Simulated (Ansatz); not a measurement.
AlPt in Ansatz: the effect of target pressure

AlPt:

```
Pt Al
1.0
     3.09155    0.00000    0.00000
     0.00000    3.09155    0.00000
     0.00000    0.00000    3.09155
Pt Al
1 1
Cartesian
  1.5458 1.5458 1.5458
  0.0000 0.0000 0.0000
```

Measurements of this composition are mostly on another form, of space group No. 198.

Alike in all runs:

* Program: Ansatz 0.2.0
* Task: relaxation of cell and atoms
* Functional: PBEsol
* Potentials or basis: Ansatz PAW
* Cutoff: 420 eV (not typed: the program's choice for these potentials)
* k mesh: 9 × 9 × 9
* Occupations: fermi-dirac, width 0.05 eV
* Spin: no spin polarisation

Each run relaxes the cell or the atoms first.

```tsv
target pressure	relaxed volume (Å³/atom)
0 GPa	14.33
2 GPa	14.19
5 GPa	14.00
10 GPa	13.71
20 GPa	?
30 GPa	12.79
```

Problem. What does the run with target pressure 20 GPa give?

Solution. Relaxed volume 13.21 Å³/atom.

Worked out: In Murnaghan's law V^(-B') rises as a straight line in P. The other rows fit best with B' = 4.2, V0 = 14.33 Å³/atom and B0 = 206 GPa, which gives 13.21 Å³/atom at 20 GPa, against the run's 13.21.

Caveats: the plane-wave basis is chosen anew once the cell has moved, so the energies of steps on either side of that aren't comparable; the PAW data sets come from PBE, with cores solved anew for the run's functional, which leaves a small shift of forces and pressure.
